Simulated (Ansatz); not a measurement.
**Mn in Ansatz: the effect of fixed moment**

The system is Mn.

```
CELL_PARAMETERS angstrom
2.48365 0.00000 0.00000
-1.24182 2.15090 0.00000
0.00000 0.00000 4.02620
ATOMIC_POSITIONS crystal
Mn 0.33333 0.66667 0.25000
Mn 0.66667 0.33333 0.75000
```

This isn't the form of Mn at room conditions, which is a 58-atom cubic cell.

Alike in all runs:

- Program: Ansatz 0.2.0
- Task: single point
- Functional: PBE
- Potentials or basis: all-electron LAPW, scalar-relativistic
- Cutoff: 307 eV (chosen from the basis error)
- Basis error allowed: 0.001 eV/atom
- k mesh: 12 × 12 × 7
- Occupations: fermi-dirac, width 0.05 eV

Q: One run gave: energy over the lowest run 127.3 meV/atom. Which fixed moment did it use?
A. 9.6
B. 4
C. 2
D. 8
E. 6

A: C.

```tsv
fixed moment	spin	starting moments	energy over the lowest run (meV/atom)
0	collinear spin, program default start, total moment locked	-	0.0
2	collinear spin, ferromagnetic start	[1.0, 1.0] μB	127.3
4	collinear spin, ferromagnetic start	[2.0, 2.0] μB	455.3
6	collinear spin, ferromagnetic start	[3.0, 3.0] μB	896.6
8	collinear spin, ferromagnetic start	[4.0, 4.0] μB	1849.8
9.6	collinear spin, ferromagnetic start	[4.8, 4.8] μB	3745.9
```

Caveats: the total moment is fixed, so each spin has its own Fermi level.
